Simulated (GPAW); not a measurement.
Crystal: LiF.

```
CELL_PARAMETERS angstrom
2.55953 0.00000 0.00000
0.00000 2.55953 0.00000
0.00000 0.00000 2.55953
ATOMIC_POSITIONS crystal
F 0.50000 0.50000 0.50000
Li 0.00000 0.00000 0.00000
```

Measurements of this composition are mostly on another form, of space group No. 225.

Base run:

- Program: GPAW 26.7.0
- Functional: PBE
- Potentials or basis: GPAW PAW data sets (gpaw-data 1.2.1)
- Cutoff: 800 eV
- Basis: pw
- k mesh: 10 × 10 × 10
- Occupations: gaussian, width 0.05 eV
- Spin: no spin polarisation

Its results: band gap on the k mesh 7.47 eV, indirect (least direct gap 8.14 eV); pressure -1.2 GPa.

Question: The run is repeated on the same cell with these changes: functional from PBE to LDA; potentials or basis from GPAW PAW data sets (gpaw-data 1.2.1) to the program's PAW data sets (release 1.2.1) made for this functional. What comes out?

Answer: Band gap on the k mesh 7.27 eV, indirect (least direct gap 7.96 eV); pressure -8.2 GPa.

A k mesh can miss the band edges.
